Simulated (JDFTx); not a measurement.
Runs of JDFTx 1.7.0 (patched build) on CaO. Symmetry: Fm-3m, No. 225, cubic system. The conventional cell has a = 4.807 Å, b = 4.807 Å, c = 4.807 Å, α = 90.00°, β = 90.00°, γ = 90.00°. Ca (site symmetry m-3m) is surrounded by 6 O at 2.40 Å. O (site symmetry m-3m) is surrounded by 6 Ca at 2.40 Å. The cell is a database's computed one.

```csv
task,level,potentials or basis,cell,k mesh,cutoff (eV),SCF threshold on the residual,max SCF steps,SCF threshold on the energy,solver of the electrons,further solve for the empty bands,mesh quality,gap on the mesh (eV),pressure (GPa)
single point,BJ06,SG15-PBE-1.2,as given,4 × 4 × 4,1088,1e-05,100,1e-09 Ha,scf,yes,coarse,4.03,-
single point,r2SCANh,SG15-PBE-1.2,as given,3 × 3 × 3,816,-,100,1e-07 Ha,scf,yes,coarse,(a),-
relaxation of cell and atoms,PBE+D3(BJ),PseudoDojo-SR-PBE-0.5-standard with smoothed tails,relaxed,10 × 10 × 10,1143,-,100,1e-09 Ha,scf,no,not flagged,3.66,0.0
single point,PBE,PseudoDojo-SR-PBE-0.5-standard,as given,10 × 10 × 10,1143,-,100,1e-09 Ha,scf,yes,not flagged,3.66,1.3
```

Alike in all rows: no spin polarisation; smearing fermi-dirac 0.05 eV.

Estimate the missing entries.

(a) 5.65.

Caveats: some runs use coarse meshes; the potentials were made for another functional, which shifts forces and pressure (some runs); a model potential gives levels but no total energy (some runs); an odd mesh through Γ misses points on the zone boundary, where band edges often lie (some runs).

Not every run made on this cell is shown here.
